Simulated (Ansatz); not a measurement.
**Compressing Sn: a fit and a missing row**

Sn, Fd-3m, a = 6.540 Å. Ansatz: PBEsol, PAW, 420 eV, Γ-centred 12×12×12 mesh on 2 atoms, Gaussian smearing 0.10 eV; no spin polarisation. Symmetry fixes shape and atoms, so the cell is only scaled; pressure is positive in compression.

| V (Å³/atom) | P (GPa) |
| --- | --- |
| 30.775 | ? |
| 31.824 | 4.91 |
| 32.873 | 2.98 |
| 33.922 | 1.36 |
| 34.971 | 0.00 |
| 36.020 | -1.14 |
| 37.070 | -2.10 |
| 38.468 | -3.14 |

Task: Take V0 = 34.971 Å³/atom, fit the third-order Birch–Murnaghan form to the other rows, and predict the missing pressure.

Result: With the Eulerian strain f = ½[(V0/V)^(2/3) − 1] and y = P/[3f(1 + 2f)^(5/2)], the form is the line y = B0 + 1.5 B0 (B0′ − 4) f. Rows (f, y): 0.03244, 43.1; 0.02105, 42.6; 0.01026, 42.0; -0.00976, 40.9; -0.01906, 40.5; -0.03078, 39.9. Means f = 0.0006917, y = 41.500; Σ(Δf)² = 0.003004, ΣΔfΔy = 0.1544; the slope is their ratio. y = 41.46 + 51.39 f GPa, so B0 = 41.5 GPa and B0′ = 4 + 2 × (51.39)/(3 × 41.46) = 4.83. At V = 30.775, f = 0.04447, y = 43.75 and P = 7.22 GPa. The run gave 7.22 GPa, the same to the digits shown.